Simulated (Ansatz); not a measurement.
Molecular dynamics on a 1×1×1 supercell (6 atoms) of S (R-3), relaxed with r2SCAN+rVV10. Forces come from r2SCAN in Ansatz: a Langevin thermostat at fixed volume, 450 K, steps of 3 fs. Spin polarisation is off, nuclei are classical, and the run is far too short for thermal averages.

```yaml
crystal:
  lattice:
    - [5.3612126934, 3.0952975917, 1.394946327]
    - [-5.3612126934, 3.0952975917, 1.394946327]
    - [0.0, -6.1905951835, 1.3949463269]
  atoms:
    - { symbol: S, position: [0.2551978007, 0.1485570036, 0.9142443507] }
    - { symbol: S, position: [0.9142443507, 0.2551978007, 0.1485570036] }
    - { symbol: S, position: [0.1485570036, 0.9142443507, 0.2551978007] }
    - { symbol: S, position: [0.7448021993, 0.8514429964, 0.0857556493] }
    - { symbol: S, position: [0.0857556493, 0.7448021993, 0.8514429964] }
    - { symbol: S, position: [0.8514429964, 0.0857556493, 0.7448021993] }
kpoints:
  mp_grid: { grid: [4, 4, 4] }
hamiltonian:
  xc: r2scan
scf:
  occupations: { method: fermi_dirac, width: 0.039 }
md:
  ensemble: nvt_langevin
  temperature: 450
  timestep: 3.0
  n_steps: 20
  initial_velocities: maxwell_boltzmann
  seed: 8731
```

Command: `ansatz run input.yaml --threads 4 --pin off --max-ram 4608MiB --backend cpu --events-out ev --progress --plain --runs-dir out`.

**Question.** What wall time did it need on 4 threads of Arm Neoverse N1 (shared host), load about 0.8 per core, and what peak of host memory did it reach?

**Answer.** About 3.2 min, with a peak of 0.91 GiB.

```tsv
step	t (fs)	T (K)	free energy F from step 0 (meV/atom)	kinetic energy (meV/atom)	largest force (eV/Å)
0	0	375	0.0	48.5	0.06
1	3	358	0.8	46.3	0.20
2	6	320	2.8	41.4	0.33
3	9	350	5.7	45.3	0.45
4	12	439	9.8	56.8	0.53
5	15	386	14.7	49.8	0.57
6	18	411	20.4	53.1	0.61
7	21	370	26.5	47.8	0.74
8	24	389	32.4	50.3	0.82
9	27	333	38.2	43.1	0.82
10	30	248	44.0	32.0	0.82
11	33	205	49.1	26.4	0.86
12	36	157	52.8	20.3	0.92
13	39	127	55.1	16.4	1.00
14	42	152	56.5	19.6	1.07
15	45	147	56.7	19.0	1.12
16	48	122	56.3	15.8	1.19
17	51	186	55.6	24.1	1.27
18	54	240	53.9	31.1	1.35
19	57	275	51.9	35.5	1.41
20	60	229	49.9	29.6	1.43
```

The temperature starts at 375 K, is lowest at step 16 (122 K, 48 fs) and ends at 229 K. The thermostat hasn't had time to restore it. The atoms start on their lattice sites with kinetic energy alone, so much of it first passes into potential energy. The first value is 5/6 of the setting, since velocities are drawn without the motion of the centre of mass and T is counted over all atoms. By the last step the atoms have moved 0.15 Å in the root mean square, the drift of the whole cell taken out, 0.24 Å at most.

Positions (Å) and forces (eV/Å) at step 20:
```
S    0.540  -4.405   1.759     0.538  -0.086   0.847
S    3.405   2.500   1.718     0.481   0.470   0.285
S   -4.196   1.744   1.838     0.001   0.184  -0.777
S   -0.582   4.368   2.171     0.274   0.329   0.511
S   -3.529  -2.682   2.274    -0.412  -0.694   0.237
S    4.056  -1.757   2.542    -0.882  -0.204  -1.104
```
